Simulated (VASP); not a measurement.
Crystal: InSe.

```
CELL_PARAMETERS angstrom
2.00000 1.15470 8.44000
-2.00000 1.15470 8.44000
0.00000 -2.30940 8.44000
ATOMIC_POSITIONS crystal
In 0.88860 0.88860 0.88860
In 0.00000 0.00000 0.00000
Se 0.17190 0.17190 0.17190
Se 0.38350 0.38350 0.38350
```

```yaml
Program: VASP 6.6.1
Task: single point
Functional: PBEsol
Potentials_or_basis: VASP PAW PBE potentials, release 64 (In_d, Se)
Cutoff: 520 eV
k_mesh: 8 × 8 × 8
Occupations: fermi-dirac, width 0.05 eV
Spin: no spin polarisation
```

On this cell: pressure 0.2 GPa; largest force 0.320 eV/Å; band gap on the k mesh 0.33 eV, direct.

The same run follows on a disturbed copy (atoms moved at random, drawn with an rms of 0.05 Å):

```
In Se
1.0
     2.00000    1.15470    8.44000
    -2.00000    1.15470    8.44000
     0.00000   -2.30940    8.44000
In Se
2 2
Direct
  0.90263 0.88376 0.88154
  0.98127 0.99704 0.01686
  0.15968 0.17080 0.18013
  0.38667 0.37250 0.38690
```

**Question.** What changes?

**Answer.** The energy moves by +7.8 meV/atom; pressure 0.0 GPa; largest force 0.453 eV/Å; band gap on the k mesh 0.43 eV, direct.

Forces in eV/Å, atoms in the order of the input:
```
In  -0.220 -0.273 -0.286
In   0.334  0.245 -0.050
Se   0.230  0.268  0.234
Se  -0.344 -0.240  0.102
```

Stress tensor (GPa, compression positive):
```
 0.02  0.14 -1.00
 0.14  0.04 -0.85
-1.00 -0.85 -0.01
```

Caveats: the PAW data sets were made with another functional, which shifts forces and pressure a little; spin-orbit coupling is left out, which moves the levels of the heavy elements.

A k mesh can miss the band edges.
